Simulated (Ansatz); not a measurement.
The system is CuAu.

```
Au Cu
1.0
     2.81075    0.00000    0.00000
     0.00000    2.81075    0.00000
     0.00000    0.00000    3.68500
Au Cu
1 1
Direct
  0.00000 0.00000 0.00000
  0.50000 0.50000 0.50000
```

Program: Ansatz 0.2.0. Alike in all runs: task band structure; potentials or basis all-electron LAPW, scalar-relativistic; no spin polarisation; cell as given; k mesh 9 × 9 × 7; smearing fermi-dirac 0.05 eV; basis error allowed 0.001 eV/atom.

Problem. Order these runs on this cell by their pressure, lowest first.
A. level PBEsol; cutoff (eV) 271
B. level LDA; cutoff (eV) 272
C. level PBE; cutoff (eV) 271

Solution. B (-9.2 GPa), A (-4.0 GPa), C (4.5 GPa).
